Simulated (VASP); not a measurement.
## CdS: equilibrium volume by level of theory

The structure is cubic, space group F-43m (No. 216). Conventional cell: a = 5.886 Å, b = 5.886 Å, c = 5.886 Å, α = 90.00°, β = 90.00°, γ = 90.00°. Cd (site symmetry -43m) has 4 S at 2.55 Å as nearest neighbours. S (site symmetry -43m) is surrounded by 4 Cd at 2.55 Å.

The cell is a database's computed one, not the measured one.

```tsv
rung	level	program and potentials	cutoff (eV)	k mesh	equilibrium volume (Å³/atom)	notes
LDA	LDA	VASP, LDA PAW files Cd, S, 600 eV	600	8 × 8 × 8	24.03	-
GGA	PBE	VASP, PBE PAW files Cd, S, 600 eV	600	8 × 8 × 8	26.15	-
GGA + dispersion	PBE+D3(BJ)	VASP, PBE PAW files Cd, S, 600 eV	600	8 × 8 × 8	25.19	-
GGA	PBEsol	VASP, PBE PAW files Cd, S, 580 eV	580	8 × 8 × 8	24.84	potentials made for PBE
GGA	PBEsol	VASP, PBE PAW files Cd, S, 600 eV	600	8 × 8 × 8	24.84	potentials made for PBE
GGA	PBEsol	VASP, PBE PAW files Cd, S, 600 eV	600	4 × 4 × 4	24.91	coarse mesh; potentials made for PBE
GGA	RPBE	VASP, PBE PAW files Cd, S, 600 eV	600	8 × 8 × 8	27.21	potentials made for PBE
```

Task: relaxation of cell and atoms. All rows: no spin polarisation. Meshes differ between rows, which moves values too. Meshes are those of the run's cell of 2 atoms unless a note names another. Relaxations start from the cell shown or near it and stop with a little pressure left. Runs on faulty files, with rough fits or with known faults for this quantity aren't shown. No row holds spin-orbit coupling.

By rung: LDA 24.03; GGA 24.84 to 27.21; GGA + dispersion 25.19; GGA on coarse meshes 24.91 (Å³/atom).
